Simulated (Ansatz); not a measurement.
Wanted: the native input for an Ansatz 0.2.0 run.

- Task: relaxation of cell and atoms
- Functional: PBE
- Dispersion: D4
- Potentials or basis: Ansatz PAW
- Cutoff: 420 eV (not typed: the program's choice for these potentials)
- k mesh: 6 × 6 × 9
- Occupations: fermi-dirac, width 0.05 eV
- Spin: no spin polarisation

Crystal: TiO2.

```
Ti O
1.0
     4.59984    0.00000    0.00000
     0.00000    4.59984    0.00000
     0.00000    0.00000    2.95921
Ti O
2 4
Direct
  0.00000 0.00000 0.50000
  0.50000 0.50000 0.00000
  0.30432 0.30432 0.50000
  0.19568 0.80432 0.00000
  0.80432 0.19568 0.00000
  0.69568 0.69568 0.50000
```

The cell is a database's computed one.

These files were run (other wordings do the same):

input.yaml

```yaml
crystal:
  lattice:
    - [4.5998373239, 0.0, 0.0]
    - [0.0, 4.5998373239, 0.0]
    - [0.0, 0.0, 2.95921356]
  atoms:
    - { symbol: Ti, position: [0.0, 0.0, 0.5] }
    - { symbol: Ti, position: [0.5, 0.5, 0.0] }
    - { symbol: O, position: [0.30432132, 0.30432132, 0.5] }
    - { symbol: O, position: [0.19567868, 0.80432132, 0.0] }
    - { symbol: O, position: [0.80432132, 0.19567868, 0.0] }
    - { symbol: O, position: [0.69567868, 0.69567868, 0.5] }
hamiltonian:
  xc: pbe
  pseudopotentials: { kind: paw }
  dispersion: d4
kpoints:
  mp_grid: { grid: [6, 6, 9] }
scf:
  occupations: { method: fermi_dirac, width: 0.05 }
output:
  forces: true
  stress: true
  eigenvalues: true
  write_density: true
  write_potential: true
  elf: true
  volumetric_format: npy
relax:
  f_tol: 0.01
  max_steps: 40
  cell: { stress_tol: 0.05 }
```

Potentials or basis: Ansatz PAW.

The run is started by

```bash
$ ansatz run input.yaml --threads 2 --pin off --max-ram 5632MiB --backend cpu --events-out ev --progress --plain --runs-dir out
```

It gave:

| Quantity | Value |
| --- | --- |
| Relaxed volume | 10.45 Å³/atom |
| Relaxed cell | a = 4.607 Å, b = 4.607 Å, c = 2.955 Å, α = 90.00°, β = 90.00°, γ = 90.00° |
| Space group after relaxing (to 0.05 Å) | P4_2/mnm (No. 136) |
| Energy gained by relaxing | 0.1 meV/atom |
| Ionic steps | 6 |
| Pressure after relaxing | 0.0 GPa |
| Band gap on the k mesh | 1.87 eV, direct |

Caveat: odd divisions of the mesh miss points on the zone boundary, where band edges often lie, so the gap on the mesh can be too wide; the plane-wave basis is chosen anew once the cell has moved, so the energies of steps on either side of that aren't comparable; the pressure holds a Pulay correction of +0.7 GPa for the finite cutoff.

Run time: 21 s on 2 threads of Arm Neoverse V1, on a shared host, peak memory 0.39 GiB.
